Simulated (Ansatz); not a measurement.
## MgH2 — 25Mg NMR of the central transition

Cell: a computed structure from the Materials Project (it need not be an observed phase), taken as it stands.

Space group Pbca (No. 61); a = 4.7219, b = 9.3058, c = 4.8703 Å.

```csv
site,Wyckoff,site symmetry,x,y,z
Mg,8c,1,0.2748,0.1178,0.0286
H9,8c,1,0.5114,0.4748,0.2422
H13,8c,1,0.3363,0.7038,0.3777
```

One atom of each set is listed.

The numbers come from a DFT calculation in Ansatz (PBE, plane waves and PAW, scalar-relativistic, 420 eV cutoff, Γ-centred 6×3×6 k-points, Fermi–Dirac smearing 0.02 eV).

25Mg has I = 5/2 and Q = 199.4 mb (Pyykkö 2018); at 16.4 T its Larmor frequency is ν₀ = 42.8 MHz. Only the quadrupole interaction is simulated: positions count from each site's isotropic chemical shift, and J coupling is left out, as are shift anisotropy and dipolar coupling, which fast spinning averages.

**Question.** Give C_Q, η, the quadrupolar product P_Q = |C_Q|(1 + η²/3)^½, the second-order isotropic shift and the breadth of the pattern (fast magic-angle spinning) for each Mg site.

**Answer.** 

```json
{"site": "Mg", "first shell": "7 H at 1.89–2.16 Å", "C_Q (MHz)": "4.29", "η": "0.20", "P_Q (MHz)": "4.32", "δ_QIS (ppm)": "-61.2", "breadth (kHz)": "5.91"}
```

δ_QIS = −(ν_Q²/30ν₀²)[I(I+1) − 3/4](1 + η²/3) × 10⁶ ppm with ν_Q = 3|C_Q|/[2I(2I−1)]; it falls as 1/B₀² in ppm, and the breadth as 1/B₀ in kHz.
